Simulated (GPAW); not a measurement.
Runs of GPAW 26.7.0 on Se. It takes space group Pm-3m (No. 221, cubic). The conventional cell has a = 2.811 Å, b = 2.811 Å, c = 2.811 Å, α = 90.00°, β = 90.00°, γ = 90.00°. Se (site symmetry m-3m) is surrounded by 6 Se at 2.81 Å. This isn't the form of Se at room conditions, which is trigonal, of chains.

```csv
task,level,potentials or basis,cell,smearing,band path,band points,eigensolver,gap on the mesh (eV),pressure (GPa)
single point,PBE,"GPAW PAW data sets (gpaw-data 1.2.1), pw",as given,gaussian 0.1 eV,-,-,-,none,1.9
single point,PBE,"GPAW PAW data sets (gpaw-data 1.2.1), pw",as given,gaussian 0.02 eV,-,-,-,none,(a)
band structure,PBEsol,"PAW data sets generated in the run's folder for this functional, pw",cell strained at random at fixed volume,gaussian 0.1 eV,"XGY,LGZ,NGM,RG",80,-,-,-1.8
single point,r2SCAN+D3(BJ),"GPAW PAW data sets (gpaw-data 1.2.1), pw",cell strained at random at fixed volume,fermi-dirac 0.1 eV,-,-,-,none,-0.7
single point,BLYP+D3(BJ),"PAW data sets generated in the run's folder for this functional, pw",as given,improved-tetrahedron-method,-,-,davidson,none,0.4
single point,RPBE,"the program's PAW data sets (release 1.2.1) made for this functional, pw",as given,gaussian 0.1 eV,-,-,-,none,(b)
```

Alike in all rows: no spin polarisation; k mesh 9 × 9 × 9; cutoff (eV) 600.

Task: Fill in the values left out.

Result: (a) 2.1; (b) 3.7.

Caveats: pairwise dispersion overbinds metals, which lowers pressure and volume (some runs); the PAW data sets were made with another functional, which shifts forces and pressure a little (some runs).

A k mesh can miss the band edges, and the runs leave out spin-orbit coupling on Se.

A gap of «none» marks a metal or a gap under the smearing width.
